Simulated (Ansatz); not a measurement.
# CdF₂: distorted cells

The calculation used DFT PBEsol, scalar-relativistic, plane waves, PAW in Ansatz 0.2.0.

Settings: cutoff 420 eV, Γ-centred mesh 8×8×8 on the computed 3-atom cell, Gaussian smearing of 0.02 eV; no spin polarisation.

Reference cell:

```xyz
3
Lattice="0.0000 2.6940 2.6940 2.6940 0.0000 2.6940 2.6940 2.6940 0.0000" Properties=species:S:1:pos:R:3 pbc="T T T"
Cd    0.0000    0.0000    0.0000
F     1.3470    1.3470    1.3470
F     4.0410    4.0410    4.0410
```

Each variant moves atoms of this cell by the vectors given, if any (Å), and then applies a symmetric strain (tensor components, Cartesian axes). The reference cell isn't relaxed at this level. Energies are per atom at zero smearing, counted from the lowest variant. Pressure is positive in compression.

1. strain (xx yy zz yz xz xy, %) 1.67 1.67 2.09 2.00 2.00 0.98; moves: Cd1 (0.084, 0.084, 0.043); F2 (-0.057, -0.057, -0.072); F3 (-0.027, -0.027, 0.028)
2. strain (xx yy zz yz xz xy, %) 2.90 2.90 2.90 0.00 0.00 0.00
3. strain (xx yy zz yz xz xy, %) -3.78 -3.78 -3.78 0.00 0.00 0.00
4. strain (xx yy zz yz xz xy, %) 2.27 2.27 2.27 0.00 0.00 0.00
5. strain (xx yy zz yz xz xy, %) 2.39 2.39 2.39 0.00 0.00 0.00
6. strain (xx yy zz yz xz xy, %) 2.16 2.16 2.16 6.00 -6.00 -6.00; moves: Cd1 (0.057, -0.057, -0.057); F2 (0.022, -0.022, -0.022); F3 (-0.079, 0.079, 0.079)
7. strain (xx yy zz yz xz xy, %) -0.76 -3.76 -3.76 0.00 0.00 0.00

| variant | ΔE (meV/atom) | P (GPa) | largest force (eV/Å) | gap on mesh (eV) | space group |
| --- | --- | --- | --- | --- | --- |
| 1 | 24.0 | -3.25 | 0.82 | 2.79 | Cm |
| 2 | 11.4 | -7.71 | 0.00 | 2.64 | Fm-3m |
| 3 | 42.8 | 16.12 | 0.00 | 3.34 | Fm-3m |
| 4 | 0.0 | -6.36 | 0.00 | 2.71 | Fm-3m |
| 5 | 2.1 | -6.64 | 0.00 | 2.69 | Fm-3m |
| 6 | 33.8 | 0.81 | 0.67 | 2.94 | R3m |
| 7 | 14.8 | 10.82 | 0.00 | 3.20 | I4/mmm |